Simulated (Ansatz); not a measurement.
**FeCo: stable or not**

The cell was reached from a generator's guess, though it ends in a space group that the Crystallography Open Database lists for this formula.

Level of theory: DFT PBE, scalar-relativistic, plane waves, PAW (Ansatz). Plane waves to 420 eV, a 20×20×20 mesh through Γ for the 2-atom cell and 0.10 eV Gaussian smearing; collinear spin.

```
Fe Co
1.0
     2.84483    0.00000    0.00000
     0.00000    2.84483    0.00000
     0.00000    0.00000    2.84483
Fe Co
1 1
Direct
  0.00000 0.00000 0.00000
  0.50000 0.50000 0.50000
```

Energies over the elements count from the elements' standard structures at the same level, with no fitted energy shifts.

**Question.** These tests were run: energy against the elements; phonons at Γ. What do they show?

**Answer.**

```
                       test                        result
energy against the elements                 −0.07 eV/atom
               phonons at Γ  lowest optical mode 245 cm⁻¹
```

It fails none of these tests. Whether a mixture of other phases lies lower isn't tested here. Phonons away from Γ weren't computed.

The magnetic state reached may not be the lowest. The run for the phonons used a 20×20×20 k mesh and Gaussian smearing of 0.20 eV. The cell carries site moments Fe 2.8; Co 1.8 μB.
